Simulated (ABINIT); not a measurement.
BN:

```xyz
2
Lattice="0.0000 1.8130 1.8130 1.8130 0.0000 1.8130 1.8130 1.8130 0.0000" Properties=species:S:1:pos:R:3 pbc="T T T"
N     0.9065    0.9065    0.9065
B     0.0000    0.0000    0.0000
```

The cell is a database's computed one.

Base run:

| Quantity | Value |
| --- | --- |
| Program | ABINIT 10.8.3 (patched build) |
| Functional | LDA |
| Potentials or basis | JTH PAW LDA v2.0 |
| Cutoff | 680 eV |
| k mesh | 10 × 10 × 10 |
| Occupations | fermi-dirac, width 0.05 eV |
| Spin | no spin polarisation |

Its results: band gap on the k mesh 4.34 eV, indirect (least direct gap 8.63 eV).

The run is repeated on the same cell with these changes: k mesh from 10 × 10 × 10 to 5 × 5 × 5. What comes out?

Band gap on the k mesh 4.81 eV, indirect (least direct gap 8.62 eV).

Caveats: some runs use coarse meshes; an odd mesh through Γ misses points on the zone boundary, where band edges often lie (some runs).
